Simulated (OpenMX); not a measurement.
**As: band structure with PBE**

Crystal: As.

```
As
1.0
     1.88080    1.08588    3.51406
    -1.88080    1.08588    3.51406
     0.00000   -2.17176    3.51406
As
2
Direct
  0.22600 0.22600 0.22600
  0.77400 0.77400 0.77400
```

- Program: OpenMX 3.8.5
- Task: band structure
- Functional: PBE
- Potentials or basis: OpenMX 2013 PBE set, As7.0-s3p2d2, grid cutoff 500 Ry
- k mesh: 5 × 5 × 5
- Occupations: fermi-dirac, width 0.05 eV
- Spin: non-collinear spin, zero start
- Starting moments: [[0.0, 0.0, 0.0], [0.0, 0.0, 0.0]] μB
- Mixing scheme: rmm-diisk
- SCF threshold: 1e-07 Ha
- Solver: band
- Max SCF cycles: 100

- Largest force: 1.028 eV/Å
- Band gap along the path: none (metal or under the smearing width)
- Net moment: 0.00 μB per cell

Forces in eV/Å, atoms in the order of the input:
```
As   0.000  0.014  1.028
As   0.000 -0.014 -1.028
```

Levels at the corners of the path, in eV from the Fermi level:
| point | band 26 | band 27 | band 28 | band 29 | band 30 | band 31 | band 32 | band 33 | band 34 | band 35 |
| --- | --- | --- | --- | --- | --- | --- | --- | --- | --- | --- |
| Γ | -2.60 | -2.21 | -2.21 | -2.21 | -2.21 | 1.48 | 1.48 | 2.80 | 2.80 | 2.80 |
| L | -3.05 | -2.94 | -2.94 | -0.47 | -0.47 | -0.47 | -0.47 | 0.27 | 0.27 | 1.28 |
| B1|B | -6.07 | -5.51 | -5.51 | -1.53 | -1.53 | 1.15 | 1.15 | 5.17 | 5.17 | 5.39 |
| Z | -1.96 | -1.96 | -1.96 | -0.80 | -0.80 | 0.63 | 0.63 | 0.63 | 0.63 | 1.82 |
| Γ | -2.60 | -2.21 | -2.21 | -2.21 | -2.21 | 1.48 | 1.48 | 2.80 | 2.80 | 2.80 |
| X|Q | -6.34 | -3.68 | -3.68 | -3.67 | -3.67 | 3.16 | 3.16 | 3.20 | 3.20 | 5.41 |
| F | -6.11 | -4.33 | -4.33 | -4.32 | -4.32 | 1.34 | 1.34 | 5.34 | 5.34 | 6.90 |
| P1 | -6.27 | -3.95 | -3.95 | -3.16 | -3.16 | 2.07 | 2.07 | 3.73 | 3.73 | 6.20 |
| Z|L | -1.96 | -1.96 | -1.96 | -0.80 | -0.80 | 0.63 | 0.63 | 0.63 | 0.63 | 1.82 |
| P | -6.27 | -3.95 | -3.95 | -3.16 | -3.16 | 2.07 | 2.07 | 3.73 | 3.73 | 6.20 |

Run time: 2.5 min on 1 thread of Intel(R) Xeon(R) 6975P-C (Granite Rapids), with other jobs on the host, peak memory 0.96 GiB.

Caveat: the k mesh is coarse (spacing up to 0.40 Å⁻¹), so the values aren't converged; the basis of atomic orbitals isn't converged, which shifts pressures, moduli and gaps; forces of over 1 eV/Å show positions far from the minimum, so gaps and moduli don't describe the material at rest.
